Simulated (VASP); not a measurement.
## C: band structure with rev-vdW-DF2

Crystal: C.

```xyz
2
Lattice="0.0000 1.7834 1.7834 1.7834 0.0000 1.7834 1.7834 1.7834 0.0000" Properties=species:S:1:pos:R:3 pbc="T T T"
C     0.0000    0.0000    0.0000
C     0.8917    0.8917    0.8917
```

This isn't the form of C at room conditions, which is graphite.

- Program: VASP 6.6.1
- Task: band structure
- Functional: rev-vdW-DF2
- Potentials or basis: VASP PAW PBE potentials, release 64 (C)
- Cutoff: 520 eV
- k mesh: 14 × 14 × 14
- Occupations: gaussian, width 0.03 eV
- Spin: no spin polarisation
- Further INCAR settings: ALGO = Normal; EDIFF = 1e-07; NBANDS = 11

| Property | Result |
| --- | --- |
| Pressure | 0.6 GPa |
| Band gap on the k mesh | 4.18 eV, indirect (least direct gap 5.62 eV) |
| Band gap along the path | 4.18 eV, indirect (least direct gap 5.62 eV) |

Levels at the corners of the path, in eV from the valence-band top:
```
point  band 2  band 3  band 4  band 5  band 6  band 7
    Γ    0.00    0.00    0.00    5.62    5.62    5.62
    X  -12.69   -6.27   -6.27    4.81    4.81   16.77
    X  -12.69   -6.27   -6.27    4.81    4.81   16.77
    W  -11.89   -8.29   -8.29   10.62   10.62   12.35
    W  -11.89   -8.29   -8.29   10.62   10.62   12.35
    K  -11.66   -9.28   -5.34    5.72   10.76   14.35
    K  -11.66   -9.28   -5.34    5.72   10.76   14.35
    Γ    0.00    0.00    0.00    5.62    5.62    5.62
    Γ    0.00    0.00    0.00    5.62    5.62    5.62
    L  -13.32   -2.78   -2.78    8.49    8.49    8.93
    L  -13.32   -2.78   -2.78    8.49    8.49    8.93
    U  -11.66   -9.28   -5.34    5.72   10.76   14.35
    U  -11.66   -9.28   -5.34    5.72   10.76   14.35
    W  -11.89   -8.29   -8.29   10.62   10.62   12.35
    W  -11.89   -8.29   -8.29   10.62   10.62   12.35
    L  -13.32   -2.78   -2.78    8.49    8.49    8.93
    L  -13.32   -2.78   -2.78    8.49    8.49    8.93
    K  -11.66   -9.28   -5.34    5.72   10.76   14.35
    U  -11.66   -9.28   -5.34    5.72   10.76   14.35
    X  -12.69   -6.27   -6.27    4.81    4.81   16.77
```

Core levels (eV, on the scale of the bands):
```
atom     levels
 1 C  1s -255.7
 2 C  1s -255.7
```

It took 30 s on 1 thread of Intel(R) Xeon(R) Platinum 8259CL CPU @ 2.50GHz (Skylake/Cascade Lake), on a shared host, peak memory 0.22 GiB.

Caveat: the PAW data sets were made with another functional, which shifts forces and pressure a little.
